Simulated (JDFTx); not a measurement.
Runs of JDFTx 1.7.0 (patched build) on Br. It takes space group Cmce (No. 64, orthorhombic). Conventional cell: a = 6.726 Å, b = 4.645 Å, c = 8.702 Å, α = 90.00°, β = 90.00°, γ = 90.00°. Br (site symmetry m) has 1 Br at 2.29 Å as nearest neighbours. 

| task | level | potentials or basis | cell | cutoff (eV) | band ratio of the Davidson solver | max SCF steps | SCF threshold on the energy | solver of the electrons | further solve for the empty bands | gap on the mesh (eV) | pressure (GPa) | relaxed volume (Å³/atom) | largest force (eV/Å) |
| --- | --- | --- | --- | --- | --- | --- | --- | --- | --- | --- | --- | --- | --- |
| relaxation of cell and atoms | PBEsol | PseudoDojo-SR-PBEsol-0.4.1-standard with smoothed tails | relaxed | 626 | - | 100 | 1e-09 Ha | scf | no | 1.21 | 0.0 | (b) | - |
| relaxation of cell and atoms | LDA | PseudoDojo-SR-LDA-0.4.1-standard with smoothed tails | relaxed | 599 | - | 100 | 1e-09 Ha | scf | no | 1.07 | 0.0 | 27.38 | 0.01 |
| single point | LDA | PseudoDojo-SR-LDA-0.4.1-standard with smoothed tails | as given | 599 | - | 100 | 1e-09 Ha | scf | yes | 1.73 | -1.3 | - | (c) |
| single point | PBEsol | PseudoDojo-SR-PBEsol-0.4.1-standard with smoothed tails | as given | 626 | - | 100 | 1e-09 Ha | scf | yes | 1.81 | (a) | - | 0.74 |

Alike in all rows: no spin polarisation; k mesh 7 × 7 × 3; smearing fermi-dirac 0.05 eV.

Q: Estimate the missing entries.

A: (a) 0.1; (b) 30.49; (c) 0.70.

Caveats: an odd mesh through Γ misses points on the zone boundary, where band edges often lie; the plane waves are those of the starting cell, so after so large a change of volume the result is rough (some runs); the empty levels aren't tightly converged (some runs); the volume moved by -10 % from the deposited cell, more than functionals usually miss (some runs); the volume moved by over 15 % at a fixed basis, so the end points are rough (some runs); the volume moved by -19 % from the deposited cell, more than functionals usually miss (some runs).

A k mesh can miss the band edges, and the runs leave out spin-orbit coupling on Br.

Not every run made on this cell is shown here.
